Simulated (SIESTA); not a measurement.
Ru in SIESTA: the effect of Hubbard term

Slab: Ru, a slab with vacuum.

```
Ru
1.0
     2.70822    0.00000    0.00000
    -1.35411    2.34539    0.00000
     0.00000    0.00000   23.84501
Ru
5
Direct
  0.66667 0.33333 0.31453
  0.33333 0.66667 0.40727
  0.00000 0.00000 0.50000
  0.66667 0.33333 0.59273
  0.33333 0.66667 0.68547
```

The slab is cut from a database's or a generator's crystal, which needn't be the stable form of the element.

Alike in all runs:

| Property | Result |
| --- | --- |
| Program | SIESTA 5.4.2 |
| Task | band structure |
| Functional | PBE |
| Potentials or basis | PseudoDojo 0.4 standard (PBE files) |
| Basis | DZP (energy shift 0.003 Ry; two zetas on semicore shells) |
| Grid cutoff | 800 Ry |
| Energy shift | 0.003 Ry |
| k mesh | 11 × 11 × 1 |
| Occupations | fermi-dirac, width 0.05 eV |
| Spin | no spin polarisation |
| dipole correction | yes |
| Hubbard projector method | 1 |
| U from the first cycle | yes |

```csv
Hubbard term,largest force (eV/Å)
none,?
Ru d U = 2 eV,0.96
Ru d U = 4 eV,1.19
```

Problem. What does the run with Hubbard term none give?

Solution. Largest force 0.73 eV/Å.

Caveats: U without spin polarisation on a metal has little footing (some runs); the U is typed as a test and isn't derived for this compound (some runs).
